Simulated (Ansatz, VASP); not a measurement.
AgCl in VASP and in Ansatz

```
Ag Cl
1.0
     0.00000    2.77315    2.77315
     2.77315    0.00000    2.77315
     2.77315    2.77315    0.00000
Ag Cl
1 1
Direct
  0.50000 0.50000 0.50000
  0.00000 0.00000 0.00000
```

Alike in both runs: task single point; functional PBE; k mesh 10 × 10 × 10; occupations gaussian, width 0.05 eV; no spin polarisation.

```csv
,VASP,Ansatz
version,VASP 6.6.1,Ansatz 0.2.0
potentials or method,"VASP PAW PBE potentials, release 64 (Ag, Cl)","scalar-relativistic, plane waves, PAW"
plane-wave cutoff (eV),520,420
valence electrons in the cell,18,26
```

```tsv
	VASP	Ansatz	Ansatz less VASP
gap on the k mesh at the Fermi level (eV)	0.91	0.91	+0.003
least direct gap on the mesh (eV)	3.11	3.12	+0.002
pressure (GPa)	1.5	1.6	+0.14
```

The functional is the same, so the differences come from potentials, cutoffs and numerics. The two sets of potentials don't hold the same shells in valence.

A k mesh can miss the band edges. Expect the measured gap to be larger: semilocal functionals such as PBE lack the derivative discontinuity.
